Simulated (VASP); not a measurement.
Input of a VASP 6.6.1 run:

File INCAR:

```
SYSTEM = Ni
  ALGO = Fast
  EDIFF = 1E-7
  ENCUT = 520
  GGA = CA
  ISIF = 2
  ISMEAR = 0
  ISPIN = 2
  LASPH = .TRUE.
  LCHARG = .FALSE.
  LMAXMIX = 4
  LORBIT = 11
  LREAL = .FALSE.
  LWAVE = .FALSE.
  MAGMOM = 0.8
  NELM = 100
  PREC = Accurate
  SIGMA = 0.1
```

KPOINTS

```
k-points
0
G
  20 20 20
  0 0 0
```

The input POSCAR:

```
Ni                                      
1.0
    0.0000000000      1.7452861634      1.7452861634
    1.7452861634      0.0000000000      1.7452861634
    1.7452861634      1.7452861634      0.0000000000
  Ni            
     1
Direct
     0.0000000000000000    0.0000000000000000    0.0000000000000000
```

Potentials or basis: VASP PAW LDA potentials, release 64 (Ni).

Launch:

```bash
$ cat potpaw_LDA.64/Ni/POTCAR > POTCAR
$ mpirun -np 1 vasp_std > vasp.out
```

Q: Estimate the band gap on the k mesh.

A: None (metal or under the smearing width).

Q: Estimate the net moment.

A: 0.61 μB per cell.

Q: Estimate the pressure.

A: -12.8 GPa.
